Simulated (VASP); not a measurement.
# InSb (F-43m) in VASP: a series of runs, part 2 of 2

VASP 6.6.1.

## (3) Relaxation of cell and atoms, PBEsol

This run uses another cell than the first one, of 33.98 Å³/atom, 0.981 times its volume.

Input file INCAR:

```
PREC = Accurate
ENCUT = 600
EDIFF = 1E-6
ISMEAR = 0
SIGMA = 0.03
LREAL = F
LASPH = T
NELM = 80
ALGO = Normal
ISIF = 3
LWAVE = F
LCHARG = F
GGA = PS
IBRION = 2
NSW = 90
EDIFFG = -0.01
```

Input file KPOINTS:

```
regular mesh
0
Gamma
  10 10 10
```

Input file POSCAR:

```
InSb
1.0
    0.0000000000      3.2391000000      3.2391000000
    3.2391000000      0.0000000000      3.2391000000
    3.2391000000      3.2391000000      0.0000000000
In Sb
1 1
Direct
    0.0000000000      0.0000000000      0.0000000000
    0.2500000000      0.2500000000      0.2500000000
```

Potentials or basis: VASP PAW PBE potentials, release 64 (In_d, Sb).

Command:

```sh
cat potpaw_PBE.64/In_d/POTCAR potpaw_PBE.64/Sb/POTCAR > POTCAR
mpirun -np 1 vasp_std > vasp.out
```

OUTCAR:

```text
PREC = Accurate
   ENCUT = 600
   EDIFF = 1E-6
   ISMEAR = 0
   LREAL = F
   LASPH = T
   NELM = 80
   ISIF = 3
   GGA = PS
   IBRION = 2
   NSW = 90
   EDIFFG = -0.01

 ion  position               nearest neighbor table
   1  0.000  0.000  0.000-   2 2.81   2 2.81   2 2.81   2 2.81
   2  0.250  0.250  0.250-   1 2.81   1 2.81   1 2.81   1 2.81

  LATTYP: Found a face centered cubic cell.
 ALAT       =     6.4782000000

  Lattice vectors:

 A1 = (   0.0000000000,   3.2391000000,   3.2391000000)
 A2 = (   3.2391000000,   0.0000000000,   3.2391000000)
 A3 = (   3.2391000000,   3.2391000000,   0.0000000000)

Analysis of symmetry for initial positions (statically):
=====================================================================
 Subroutine PRICEL returns:
 Original cell was already a primitive cell.

 Routine SETGRP: Setting up the symmetry group for a
 face centered cubic supercell.

 Subroutine GETGRP returns: Found 24 space group operations
 (whereof 24 operations were pure point group operations)
 out of a pool of 48 trial point group operations.

The static configuration has the point symmetry T_d .

Analysis of symmetry for dynamics (positions and initial velocities):
=====================================================================
 Subroutine PRICEL returns:
 Original cell was already a primitive cell.

 Routine SETGRP: Setting up the symmetry group for a
 face centered cubic supercell.

 Subroutine GETGRP returns: Found 24 space group operations
 (whereof 24 operations were pure point group operations)
 out of a pool of 48 trial point group operations.

The dynamic configuration has the point symmetry T_d .

 Subroutine INISYM returns: Found 24 space group operations
 (whereof 24 operations are pure point group operations),
 and found     1 'primitive' translations

----------------------------------------------------------------------------------------

                                     Primitive cell

  volume of cell :      67.9678

  direct lattice vectors                    reciprocal lattice vectors
     0.000000000  3.239100000  3.239100000    -0.154363867  0.154363867  0.154363867
     3.239100000  0.000000000  3.239100000     0.154363867 -0.154363867  0.154363867
     3.239100000  3.239100000  0.000000000     0.154363867  0.154363867 -0.154363867

  length of vectors
     4.580779150  4.580779150  4.580779150     0.267366060  0.267366060  0.267366060

  position of ions in fractional coordinates (direct lattice)
     0.000000000  0.000000000  0.000000000
     0.250000000  0.250000000  0.250000000

  ion indices of the primitive-cell ions
   primitive index   ion index
                 1           1
                 2           2

----------------------------------------------------------------------------------------

 KPOINTS: regular mesh

Automatic generation of k-mesh.
 Grid dimensions read from file:
 generate k-points for:   10   10   10

 Generating k-lattice:

  Cartesian coordinates                     Fractional coordinates (reciprocal lattice)
    -0.015436387  0.015436387  0.015436387     0.100000000  0.000000000  0.000000000
     0.015436387 -0.015436387  0.015436387     0.000000000  0.100000000  0.000000000
     0.015436387  0.015436387 -0.015436387     0.000000000  0.000000000  0.100000000

  Length of vectors
     0.026736606  0.026736606  0.026736606

[... 43 lines left out ...]
 SYSTEM =  unknown system
   PREC   = accura    normal or accurate (medium, high low for compatibility)
   ISTART =      0    job   : 0-new  1-cont  2-samecut
   ICHARG =      2    charge: 1-file 2-atom 10-const
   ISPIN  =      1    spin polarized calculation?
   LNONCOLLINEAR =      F non collinear calculations
   LSORBIT =      F    spin-orbit coupling
   LASPH  =      T    aspherical Exc in radial PAW
   ENCUT  =  600.0 eV  44.10 Ry    6.64 a.u.   9.15  9.15  9.15*2*pi/ulx,y,z
   NELM   =     80;   NELMIN=  2; NELMDL= -5     # of ELM steps
   EDIFF  = 0.1E-05   stopping-criterion for ELM
   LREAL  =      F    real-space projection
   EDIFFG = -.1E-01   stopping-criterion for IOM
   NSW    =     90    number of steps for IOM
   IBRION =      2    ionic relax: 0-MD 1-quasi-New 2-CG
   NFREE  =      1    steps in history (QN), initial steepest desc. (CG)
   ISIF   =      3    stress and relaxation
   ISYM   =      2    0-nonsym 1-usesym 2-fastsym
   POTIM  = 0.5000    time-step for ionic-motion
   TEBEG  =    0.0;   TEEND  =   0.0 temperature during run
   PSTRESS=    0.0 pullay stress
   NELECT =      18.0000    total number of electrons
   NUPDOWN=      -1.0000    fix difference up-down
   EMIN   =  10.00;   EMAX   =-10.00  energy-range for DOS
   EFERMI =   0.00;   METHOD = LEGACY
   ISMEAR =     0;   SIGMA  =   0.03  broadening in eV -4-tet -1-fermi 0-gaus
   EFERMI_NEDOS =   21; number of points for ismear=-14 and -15
   IALGO  =     38    algorithm
   IMIX   =      4    mixing-type and parameters
     AMIX     =   0.40;   BMIX     =  1.00
     AMIX_MAG =   1.60;   BMIX_MAG =  1.00
  volume/ion in A,a.u.               =      33.98       229.33
  Fermi-wavevector in a.u.,A,eV,Ry     =   1.051311  1.986690 15.037912  1.105255
  Thomas-Fermi vector in A             =   2.186349
   LORBIT       =      0    0 simple, 1 ext, 2 COOP (PROOUT), +10 PAW based schemes
   GGA     = PS    functional components
   LHFCALC =     F    Hartree Fock is set to
   AEXX    =    0.0000 exact exchange contribution
   IVDW    =     0    specifies the selected vdW correction
   LEPSILON=     F    determine dielectric tensor
   LRPA    =     F    only Hartree local field effects (RPA)
 conjugate gradient relaxation of ions
 non-spin polarized calculation
 Gauss-broadening in eV      SIGMA  =   0.03
  energy-cutoff  :      600.00
  volume of cell :       67.97
 maximum number of plane-waves:      2288
 NGX is ok and might be reduce to    40
   NGX = 19   NGY = 19   NGZ = 19

--------------------------------------- Ionic step        1  -------------------------------------------

 number of electron      18.0000001 magnetization

 Free energy of the ion-electron system (eV)
  ---------------------------------------------------
  ext. energy  EPLUGINS =         0.00000000
  ---------------------------------------------------
  free energy    TOTEN  =        -7.69620008 eV

  energy without entropy =       -7.69615381  energy(sigma->0) =       -7.69617694

------------------------ aborting loop because EDIFF is reached ----------------------------------------

  FORCE on cell =-STRESS in cart. coord.  units (eV):
  Direction    XX          YY          ZZ          XY          YZ          ZX
  --------------------------------------------------------------------------------------
  -------------------------------------------------------------------------------------
  Total        0.3733145      0.3733145      0.3733145      0.0000000      0.0000000      0.0000000
  in kB        8.7999929      8.7999929      8.7999929      0.0000000      0.0000000      0.0000000
  external PRESSURE =       8.7999929 kB  Pullay stress =       0.0000000 kB
[... 23 lines left out ...]
--------------------------------------- Ionic step        2  -------------------------------------------

 number of electron      17.9999998 magnetization

 E-fermi :   4.6953     XC(G=0):  -8.7563

 val. band max:        4.6861368971   @ k =   0.0000   0.0000   0.0000
 cond. band min:       5.1124891814   @ k =   0.5000   0.0000   0.0000
 fundamental gap:      0.4263522843
 Fermi energy:         4.6952739681

 k-point     1 :       0.0000    0.0000    0.0000
  band No.  band energies     occupation
      1      -9.7992      2.00000
      2      -9.7992      2.00000
      3      -9.7992      2.00000
      4      -9.7199      2.00000
      5      -9.7199      2.00000
      6      -5.8970      2.00000
      7       4.2753      2.00000
      8       4.6861      1.33333
      9       4.6861      1.33333
     10       4.6861      1.33333
     11       7.6202      0.00000
     12       7.6202      0.00000
     13       7.6202      0.00000
[... 403 lines left out ...]
--------------------------------------- Ionic step        3  -------------------------------------------

 number of electron      17.9999999 magnetization

 Free energy of the ion-electron system (eV)
  ---------------------------------------------------
  ext. energy  EPLUGINS =         0.00000000
  ---------------------------------------------------
  free energy    TOTEN  =        -7.69983402 eV

  energy without entropy =       -7.69978774  energy(sigma->0) =       -7.69981088

 E-fermi :   4.7705     XC(G=0):  -8.7870

 val. band max:        4.7613194605   @ k =   0.0000   0.0000   0.0000
 cond. band min:       5.1999534527   @ k =   0.5000   0.0000   0.0000
 fundamental gap:      0.4386339922
 Fermi energy:         4.7704565351

 k-point     1 :       0.0000    0.0000    0.0000
  band No.  band energies     occupation
      1      -9.7386      2.00000
      2      -9.7386      2.00000
      3      -9.7386      2.00000
      4      -9.6574      2.00000
      5      -9.6574      2.00000
      6      -5.8669      2.00000
      7       4.3916      2.00000
      8       4.7613      1.33333
      9       4.7613      1.33333
     10       4.7613      1.33333
     11       7.6947      0.00000
     12       7.6947      0.00000
     13       7.6947      0.00000
[... 397 lines left out ...]
  FREE ENERGIE OF THE ION-ELECTRON SYSTEM (eV)
  ---------------------------------------------------
  free  energy   TOTEN  =        -7.6998340192 eV

  energy  without entropy=       -7.6997877405  energy(sigma->0) =       -7.69981088

 reached required accuracy - stopping structural energy minimisation
```

Run time: 61 s. Hardware: 1 thread of Intel Xeon 6975P-C (Granite Rapids), shared host; peak memory 0.27 GiB.

What came out:

| Quantity | Value |
| --- | --- |
| Free energy | -7.6998 eV |
| Relaxed volume | 34.66 Å³/atom |
| Relaxed cell | a = 4.611 Å, b = 4.611 Å, c = 4.611 Å, α = 60.00°, β = 60.00°, γ = 60.00° |
| Space group after relaxing (to 0.05 Å) | F-43m (No. 216) |
| Energy gained by relaxing | 1.8 meV/atom |
| Ionic steps | 3 |
| Pressure after relaxing | 0.0 GPa |
| Band gap on the k mesh | none (metal or under the smearing width) |

The path:
```csv
step,energy change (eV),largest force (eV/Å),pressure (GPa),volume (Å³)
1,0.0000,0.0000,0.88,67.97
2,-0.0031,0.0000,-0.31,69.82
3,-0.0036,0.0000,-0.01,69.31
```

Final structure:
```
In Sb
1.0
     0.00000    3.26032    3.26032
     3.26032    0.00000    3.26032
     3.26032    3.26032    0.00000
In Sb
1 1
Direct
  0.00000 0.00000 0.00000
  0.25000 0.25000 0.25000
```

Caveat: the PAW data sets were made with another functional, which shifts forces and pressure a little; this crystal is a semiconductor, whose small gap the functional closes, so the metal is an error of the method. Zero-point motion and thermal expansion aren't in these numbers.

## (4) Relaxation of cell and atoms, PBEsol

INCAR, as its differences from that of step 3:

```diff
@@ -2,3 +2,3 @@
 ENCUT = 600
-EDIFF = 1E-6
+EDIFF = 1E-7
 ISMEAR = 0
@@ -15,2 +15,2 @@
 NSW = 90
-EDIFFG = -0.01
+EDIFFG = -0.005
```

KPOINTS is that of step 3.

Input file POSCAR:

```
InSb                                    
1.0
   -0.0000000000      3.2603245817      3.2603245817
    3.2603245817      0.0000000000      3.2603245817
    3.2603245817      3.2603245817      0.0000000000
  In              Sb            
     1     1
Direct
     0.0000000000000000    0.0000000000000000    0.0000000000000000
     0.2500000000000000    0.2500000000000000    0.2500000000000000
```

Command:

```sh
cat potpaw_PBE.64/In_d/POTCAR potpaw_PBE.64/Sb/POTCAR > POTCAR
mpirun -np 1 vasp_std > vasp.out
```

Run time: 28 s. Hardware: 1 thread of Intel Xeon 6975P-C (Granite Rapids), shared host; peak memory 0.26 GiB.

The run converged. Its results:

- Free energy: -7.6999 eV
- Pressure after relaxing: 0.0 GPa
- Band gap on the k mesh: none (metal or under the smearing width)

Final structure:
```
In Sb
1.0
     0.00000    3.26032    3.26032
     3.26032    0.00000    3.26032
     3.26032    3.26032    0.00000
In Sb
1 1
Direct
  0.00000 0.00000 0.00000
  0.25000 0.25000 0.25000
```

Levels at points of the mesh, in eV from the Fermi level:
```tsv
k point	band 5	band 6	band 7	band 8	band 9	band 10	band 11	band 12	band 13
(0.00, 0.00, 0.00)	-14.43	-10.64	-0.38	-0.01	-0.01	-0.01	2.92	2.92	2.92
(0.50, 0.00, 0.00)	-14.43	-9.31	-5.58	-0.99	-0.99	0.43	3.76	3.76	5.96
(0.50, 0.50, 0.00)	-14.42	-8.72	-5.88	-2.22	-2.22	1.27	1.28	8.00	8.00
```

Caveat: the relaxation stopped at its first step, so nothing moved; the PAW data sets were made with another functional, which shifts forces and pressure a little; this crystal is a semiconductor, whose small gap the functional closes, so the metal is an error of the method. The run has no spin-orbit coupling, so splittings on Sb are missing.

## (5) Relaxation of cell and atoms, LDA

This run uses another cell than the first one, of 33.98 Å³/atom, 0.981 times its volume.

Input file INCAR:

```
PREC = Accurate
ENCUT = 600
EDIFF = 1E-6
ISMEAR = 0
SIGMA = 0.03
LREAL = False
LASPH = True
NELM = 80
ALGO = Normal
ISIF = 3
LWAVE = False
LCHARG = False
IBRION = 2
NSW = 90
EDIFFG = -0.01
```

KPOINTS is that of step 4.

Input file POSCAR:

```
InSb
1.0
    0.0000000000      3.2391000000      3.2391000000
    3.2391000000      0.0000000000      3.2391000000
    3.2391000000      3.2391000000      0.0000000000
In Sb
1 1
Direct
    0.0000000000      0.0000000000      0.0000000000
    0.2500000000      0.2500000000      0.2500000000
```

Potentials or basis: VASP PAW LDA potentials, release 64 (In_d, Sb).

Command:

```sh
cat potpaw_LDA.64/In_d/POTCAR potpaw_LDA.64/Sb/POTCAR > POTCAR
mpirun -np 1 vasp_std > vasp.out
```

It took 45 s on 1 thread of Intel Xeon 6975P-C (Granite Rapids), shared host; peak memory 0.23 GiB.

It converged, with:

| Property | Result |
| --- | --- |
| Free energy | -8.2157 eV |
| Relaxed volume | 33.62 Å³/atom |
| Relaxed cell | a = 4.564 Å, b = 4.564 Å, c = 4.564 Å, α = 60.00°, β = 60.00°, γ = 60.00° |
| Space group after relaxing (to 0.05 Å) | F-43m (No. 216) |
| Energy gained by relaxing | 0.6 meV/atom |
| Ionic steps | 3 |
| Pressure after relaxing | 0.0 GPa |
| Band gap on the k mesh | none (metal or under the smearing width) |

The path:
```
step  energy change (eV)  largest force (eV/Å)  pressure (GPa)  volume (Å³)
   1              0.0000                0.0000           -0.50        67.97
   2             -0.0009                0.0000            0.19        66.93
   3             -0.0011                0.0000            0.01        67.24
```

Final structure:
```
In Sb
1.0
     0.00000    3.22748    3.22748
     3.22748    0.00000    3.22748
     3.22748    3.22748    0.00000
In Sb
1 1
Direct
  0.00000 0.00000 0.00000
  0.25000 0.25000 0.25000
```

Levels at points of the mesh, in eV from the Fermi level:
```csv
k point,band 7,band 8,band 9,band 10,band 11,band 12
"(0.00, 0.00, 0.00)",-0.31,-0.01,-0.01,-0.01,2.90,2.90
"(0.50, 0.00, 0.00)",-5.74,-1.04,-1.04,0.43,3.76,3.76
"(0.50, 0.50, 0.00)",-6.03,-2.32,-2.32,1.22,1.24,8.10
```

Caveat: this crystal is a semiconductor, whose small gap the functional closes, so the metal is an error of the method. LDA usually gives volumes a few per cent too small.

## (6) Relaxation of cell and atoms, LDA

This run uses another cell than the first one, of 33.62 Å³/atom, 0.970 times its volume.

INCAR, as its differences from that of step 5:

```diff
@@ -2,3 +2,3 @@
 ENCUT = 600
-EDIFF = 1E-6
+EDIFF = 1E-7
 ISMEAR = 0
@@ -14,2 +14,2 @@
 NSW = 90
-EDIFFG = -0.01
+EDIFFG = -0.005
```

KPOINTS is that of step 5.

Input file POSCAR:

```
InSb                                    
1.0
    0.0000000000      3.2274776889      3.2274776889
    3.2274776889     -0.0000000000      3.2274776889
    3.2274776889      3.2274776889      0.0000000000
  In              Sb            
     1     1
Direct
     0.0000000000000000    0.0000000000000000    0.0000000000000000
     0.2500000000000000    0.2500000000000000    0.2500000000000000
```

Potentials or basis: VASP PAW LDA potentials, release 64 (In_d, Sb).

Command:

```sh
cat potpaw_LDA.64/In_d/POTCAR potpaw_LDA.64/Sb/POTCAR > POTCAR
mpirun -np 1 vasp_std > vasp.out
```

It took 15 s on 1 thread of Intel Xeon 6975P-C (Granite Rapids), shared host; peak memory 0.2 GiB.

It converged, with:

| Property | Result |
| --- | --- |
| Free energy | -8.2156 eV |
| Pressure after relaxing | 0.0 GPa |
| Band gap on the k mesh | none (metal or under the smearing width) |

Final structure:
```
In Sb
1.0
     0.00000    3.22748    3.22748
     3.22748    0.00000    3.22748
     3.22748    3.22748    0.00000
In Sb
1 1
Cartesian
  0.0000 0.0000 0.0000
  1.6137 1.6137 1.6137
```

Levels at points of the mesh, in eV from the Fermi level:
| k point | band 7 | band 8 | band 9 | band 10 | band 11 | band 12 |
| --- | --- | --- | --- | --- | --- | --- |
| (0.00, 0.00, 0.00) | -0.31 | -0.01 | -0.01 | -0.01 | 2.90 | 2.90 |
| (0.50, 0.00, 0.00) | -5.74 | -1.04 | -1.04 | 0.43 | 3.76 | 3.76 |
| (0.50, 0.50, 0.00) | -6.03 | -2.32 | -2.32 | 1.22 | 1.24 | 8.10 |

Caveat: the relaxation stopped at its first step, so nothing moved; this crystal is a semiconductor, whose small gap the functional closes, so the metal is an error of the method. The run has no spin-orbit coupling, so splittings on Sb are missing.
